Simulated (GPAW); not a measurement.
Runs of GPAW 26.7.0 on Ag. It takes space group Fm-3m (No. 225, cubic). Conventional cell: a = 4.085 Å, b = 4.085 Å, c = 4.085 Å, α = 90.00°, β = 90.00°, γ = 90.00°. Ag (site symmetry m-3m) has 12 Ag at 2.89 Å as nearest neighbours. 

```tsv
task	level	potentials or basis	spin	U	cell	k mesh	cutoff (eV)	smearing	kernel	response ecut	maxiter	response k mesh	response bands	grid spacing	other keys	mesh quality	gap on the mesh (eV)	pressure (GPa)
eps q	PBE	GPAW PAW data sets (gpaw-data 1.2.1), other valence, pw	off	-	as given	9 × 9 × 9	500	fermi-dirac 0.05 eV	ALDA	80 eV	150	18 × 18 × 18	16	-	-	not flagged	none	-
single point	PBE	GPAW PAW data sets (gpaw-data 1.2.1), other valence, pw	off	-	as given	9 × 9 × 9	500	fermi-dirac 0.01 eV	-	-	150	-	-	-	-	not flagged	none	(a)
relaxation of cell and atoms	rSCAN+U	GPAW PAW data sets (gpaw-data 1.2.1), pw	off	Ag d U = 8 eV	relaxed from: volume scaled by 1.08	9 × 9 × 9	600	fermi-dirac 0.05 eV	-	-	150	-	-	-	-	not flagged	none	0.0
band structure	SCAN+D4	GPAW PAW data sets (gpaw-data 1.2.1), pw	off	-	cell strained at random at fixed volume	6 × 6 × 6	600	fermi-dirac 0.05 eV	-	-	150	-	-	-	-	coarse	-	0.0
single point	r2SCAN	GPAW PAW data sets (gpaw-data 1.2.1), pw	off	-	volume scaled by 0.8	11 × 11 × 11	600	fermi-dirac 0.05 eV	-	-	80	-	-	-	several, not listed	not flagged	none	49.4
```

Q: Fill in the values left out.

A: (a) 5.3.

Caveats: some runs use coarse meshes; the PAW data sets were made with another functional, which shifts forces and pressure a little (some runs); the cutoff is short for stress and forces, so pressures can be off by a GPa or more (some runs); later steps reuse the first step's grids (some runs); U without spin polarisation on a metal has little footing (some runs); the U is typed as a test and isn't derived for this compound (some runs); pairwise dispersion overbinds metals, which lowers pressure and volume (some runs).

A k mesh can miss the band edges, and the runs leave out spin-orbit coupling on Ag.

A gap of «none» marks a metal or a gap under the smearing width.

The runs don't all hold the same shells in valence.
